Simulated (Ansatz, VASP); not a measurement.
# Al2Cu in VASP and in Ansatz

```xyz
3
Lattice="4.0776 0.0000 0.0000 0.0000 4.0776 0.0000 0.0000 0.0000 2.8719" Properties=species:S:1:pos:R:3 pbc="T T T"
Cu    0.0000    0.0000    0.0000
Al    0.0000    2.0388    1.4360
Al    2.0388    0.0000    1.4360
```

Change from the starting cell: volume scaled by 0.98.

Alike in both runs: task single point; functional PBE; k mesh 7 × 7 × 9; occupations fermi-dirac, width 0.05 eV; no spin polarisation.

|  | VASP | Ansatz |
| --- | --- | --- |
| version | VASP 6.6.1 | Ansatz 0.2.0 |
| potentials or method | VASP PAW PBE potentials, release 64 (Cu, Al) | Ansatz PAW |
| plane-wave cutoff (eV) | 520 | 420 |
| valence electrons in the cell | 17 | 25 |

```tsv
	VASP	Ansatz	Ansatz less VASP
gap on the k mesh at the Fermi level (eV)	none	none	-
pressure (GPa)	2.7	2.5	-0.16
largest component of the traceless stress (GPa)	0.58	0.57	-0.007
```

A gap of «none» marks a metal or a gap that the smearing closes. The functional is the same, so the differences come from potentials, cutoffs and numerics. The two sets of potentials don't hold the same shells in valence.
